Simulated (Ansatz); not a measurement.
# Ag (Im-3m) in Ansatz: reference runs

Aim: a first look at Ag with PBE, on the cell as given and on a disturbed one.

Program: Ansatz 0.2.0. These are calculated values, not measurements. Logs are shortened: lines on timing, memory, paths and dates and some standing lists are left out, and cuts for length are marked.

### Step 1. Starting point

Symmetry: Im-3m, No. 229, cubic system. Conventional cell: a = 3.311 Å, b = 3.311 Å, c = 3.311 Å, α = 90.00°, β = 90.00°, γ = 90.00°. Ag (site symmetry m-3m) has 8 Ag at 2.87 Å as nearest neighbours.

This isn't the form of Ag at room conditions, which is fcc.

### Step 2. Single point, PBE

input.yaml

```yaml
crystal:
  lattice:
    - [-1.655654, 1.655654, 1.655654]
    - [1.655654, -1.655654, 1.655654]
    - [1.655654, 1.655654, -1.655654]
  atoms:
    - { symbol: Ag, position: [0.0, 0.0, 0.0] }
kpoints:
  mp_grid: { grid: [11, 11, 11] }
scf:
  occupations: { method: fermi_dirac, width: 0.05 }
hamiltonian:
  xc: pbe
  pseudopotentials: { kind: all_electron, lapw: { basis_error: 0.001 } }
output:
  forces: true
  stress: true
  eigenvalues: true
  populations: true
```

Potentials or basis: all-electron LAPW, scalar-relativistic.

The run is started by

```bash
> ansatz run input.yaml --threads 1 --pin off --max-ram 3072MiB --backend cpu --events-out ev --progress --plain --runs-dir out
```

Standard output:

```text
Warning: RAYON_NUM_THREADS=1 ignored (pool sized by the plan → 1); use --threads N
Ag: projections on atomic orbitals take those of the free atom 1s2 2s2 2p6 3s2 3p6 3d10 4s2 4p6 4d10 5s1, of charge +0.00 (hamiltonian.pseudopotentials.projection_atoms)
LAPW: plane waves up to 8.010 Å⁻¹, error target 1.0e-3 eV per atom; small_component_spin mean_spin; Ag in spheres of 1.434 Å, 19 of its electrons in bands, Dirac shells [] (how accurate: hamiltonian.pseudopotentials.lapw.basis_error, Limitations)
Engine: ansatz 0.2.0, x86_64-unknown-linux-gnu
Pseudopotentials: kind: all_electron
Pseudopotential: Ag, LAPW, valence charge 19, lapw/all_electron/scalar/gaussian/Ag, Koelling and Harmon's equation, gaussian nucleus
Functional definition: PBE
  parameter kappa = 0.804
  parameter beta = 0.06672455060314922
  exchange = pbe_x(kappa = kappa, mu = beta*pi^2/3)
  correlation = pbe_c(beta = beta)
Crystal: 1 atoms, lattice volume = 18.154 Å³
Basis set: ecut = 244.47796326349567 eV, 141 PW (Γ), exchange–correlation at level 2
Bands: 14, of which v1, the nominal top of the filled ones, is band 10 counted from 1 (9 counted from 0)
Symmetry: 48 space group operations
Space group: Im-3m (ITA 229), of the structure as read, at distance tolerance 2.6e-5 Å
k-points: 56 of 1331
Non-local potential: Ag, projectors of the file, none
Initial density: superposition of atomic densities (chi_scale 0.1, normalization cell)
Initial wavefunctions: plane waves of lowest kinetic energy (no species holds an atomic orbital)
Functional: x = pbe(κ = 0.804, μ = 0.2195149727645171), c = pbe(β = 0.06672455060314922)
iter 1 solved again at ethr=2.76e-4 eV; its pass at ethr=1.00e-1 eV (dr2=5.25e-2 eV) is discarded
SCF iter   1: F=—  HF=-144656.495396 eV  |F-HF|=—  |Δ(HF+E_count)|=         —  Δρ=2.07e-2  dr2=5.30e-2  ethr=2.76e-4  ⟨swp⟩=3.1  Hψ=5544  notcnv=0
preconditioner: auto → Kerker (q_TF=auto, 2.749 Å⁻¹)  [metal: Δε(μ)=0.047 eV  Ē_g=15.285 eV  σ=0.050 eV  W_gap=0.23  n_scr=12 (ndim 8)  ℏωp=28.9 eV  f_vac=0.000  D(μ)=0.67/eV (n_scr^D=0)]
iter 2 solved again at ethr=1.33e-5 eV; its pass at ethr=2.76e-4 eV (dr2=2.52e-3 eV) is discarded
SCF iter   2: F=—  HF=-144656.321640 eV  |F-HF|=—  |Δ(HF+E_count)|=   1.74e-1  Δρ=3.65e-3  dr2=2.52e-3  ethr=1.33e-5  ⟨swp⟩=2.0  Hψ=3950  notcnv=0
preconditioner: auto → none  [insulator: Δε(μ)=0.272 eV  Ē_g=16.018 eV  σ=0.050 eV  W_gap=0.61  n_scr=12 (ndim 8)  ℏωp=28.9 eV  f_vac=0.000  D(μ)=0.43/eV (n_scr^D=0)  ε∞_Penn≈4.3]
SCF iter   3: F=—  HF=-144656.279350 eV  |F-HF|=—  |Δ(HF+E_count)|=   4.23e-2  Δρ=4.63e-3  dr2=3.16e-3  ethr=1.33e-5  ⟨swp⟩=3.0  Hψ=2489  notcnv=0
SCF iter   4: F=—  HF=-144656.278305 eV  |F-HF|=—  |Δ(HF+E_count)|=   1.04e-3  Δρ=7.31e-4  dr2=8.13e-5  ethr=1.33e-5  ⟨swp⟩=2.0  Hψ=2106  notcnv=0
SCF iter   5: F=—  HF=-144656.278343 eV  |F-HF|=—  |Δ(HF+E_count)|=   3.74e-5  Δρ=2.04e-5  dr2=4.46e-8  ethr=4.28e-7  ⟨swp⟩=2.1  Hψ=2108  notcnv=0
SCF iter   6: F=-144656.278342 eV  HF=-144656.278342 eV  |F-HF|=1.79e-8  |Δ(HF+E_count)|=   5.06e-7  Δρ=6.01e-6  dr2=3.71e-9  ethr=2.35e-10  ⟨swp⟩=3.1  Hψ=2422  notcnv=0
SCF 1 converged in 6 iterations: F = -144656.278342 eV  dr2 = 3.71e-9
SCF converged after 6 iterations
Free energy (F): -144656.278342 eV
Harris-Foulkes:  -144656.278342 eV  (|F-HF|=1.79e-8)
Internal energy: -144656.274924 eV  (E = F + TS)
E sigma→0 (E₀):  -144656.276633 eV
Entropy (-TS):   -0.003418 eV (-3.418 meV/atom)
Fermi energy:    17.330192 eV
--- Per-component energies (eV) ---
  E_band       = -231.185304
  E_kinetic    = 151247.271495
  E_xc         = -4066.455087
  E_electrostatic = -291837.091331  (all electrons and nuclei)
  E_smearing   = -0.003418  (= −TS)
  E_closure    = 0.000000  (closes the sum)
  E_atoms      = -144653.584547  (free atoms, spherical and without spin; not in F)
  Σ components = -144656.278342   (vs F -144656.278342, Δ=0.00e0)
  Basis errors (estimates in eV, not in F): energy 2.5e-4 per atom: plane waves 2.4e-4 (1.2e-4 summed), levels above the bands 8.4e-121, relativity 6.4e-8, radial functions 8.7e-6, core shells 6.0e-7; eigenvalues (radial functions only) 5.3e-5; not estimated: angular momenta, meshes, grids; target (lapw.basis_error) 1.0e-3; muffin-tin radii Ag 1.434 Å
--- Forces (eV/Å), atoms counted from 1 ---
  atom   1  Ag    -0.00000000    -0.00000000     0.00000000
  max |Σ_I F_I| component: 1.15e-30 eV/Å
--- Stress (GPa, compression-positive) ---
       -0.822120      -0.000000      -0.000000
       -0.000000      -0.822120      -0.000000
       -0.000000      -0.000000      -0.822120
  P = ⅓ Tr σ = -0.8221 GPa (-8.221 kbar)
--- Band table (eV; the first three rows and the last of 56) ---
  k-point 0: bands = ["-74.4671", "-37.8720", "-37.8720", "-37.8720", "10.0127", "12.6633", "12.6633", "12.6633", "13.8708", "13.8708", "34.9356", "34.9356", "34.9356", "40.4256"]
  k-point 1: bands = ["-74.4660", "-37.8826", "-37.8759", "-37.8718", "10.2703", "12.6036", "12.6744", "12.8048", "13.8089", "13.8752", "34.1647", "34.7956", "35.0866", "38.4319"]
  k-point 2: bands = ["-74.4630", "-37.9109", "-37.8863", "-37.8715", "10.9435", "12.4469", "12.7561", "13.2021", "13.7062", "13.8902", "31.5091", "33.8003", "35.4689", "36.5388"]
  k-point 55: bands = ["-74.4420", "-37.9731", "-37.9717", "-37.9717", "11.4211", "11.4399", "14.4651", "14.4651", "14.5193", "23.1386", "24.3143", "24.3143", "29.6168", "30.3151"]
--- Löwdin populations: 1 site ---
  site symbol       q [e]
     0     Ag     46.8910
  spilling = 0.002318 (of n_electrons = 47.000000)
```

It took 5.8 s on 1 thread of Intel Xeon Platinum 8259CL at 2.50GHz (Skylake/Cascade Lake), shared host; peak memory 0.28 GiB.

Results:

```yaml
Free_energy: -144656.2783 eV
Pressure: -0.8 GPa
Band_gap_on_the_k_mesh: none (metal or under the smearing width)
```

### Step 3. Single point, PBE (cell strained at random at fixed volume)

input.yaml

```yaml
crystal:
  lattice:
    - [-1.667437, 1.709674, 1.678003]
    - [1.644845, -1.662476, 1.608214]
    - [1.649741, 1.64478, -1.630805]
  atoms:
    - { symbol: Ag, position: [0.00036, -0.016641, -0.002668] }
kpoints:
  mp_grid: { grid: [11, 11, 11] }
scf:
  occupations: { method: fermi_dirac, width: 0.05 }
hamiltonian:
  xc: pbe
  pseudopotentials: { kind: all_electron, lapw: { basis_error: 0.001 } }
output:
  forces: true
  stress: true
  eigenvalues: true
  populations: true
```

Potentials or basis: all-electron LAPW, scalar-relativistic.

The run is started by

```bash
> ansatz run input.yaml --threads 1 --pin off --max-ram 3072MiB --backend cpu --events-out ev --progress --plain --runs-dir out
```

Run time: 54 s. Hardware: 1 thread of Intel Xeon Platinum 8259CL at 2.50GHz (Skylake/Cascade Lake), shared host; peak memory 0.69 GiB.

Results (log left out):

```
Free energy            : -144656.2755 eV
Pressure               : -0.8 GPa
Band gap on the k mesh : none (metal or under the smearing width)
```

Stress tensor (GPa, compression positive):
```
-0.81  0.52  0.64
 0.52 -0.54 -1.54
 0.64 -1.54 -0.94
```

Levels at points of the mesh, in eV from the Fermi level:
| k point | band 8 | band 9 | band 10 | band 11 | band 12 | band 13 |
| --- | --- | --- | --- | --- | --- | --- |
| (0.00, 0.00, 0.00) | -4.54 | -3.52 | -3.44 | 17.21 | 17.57 | 17.92 |
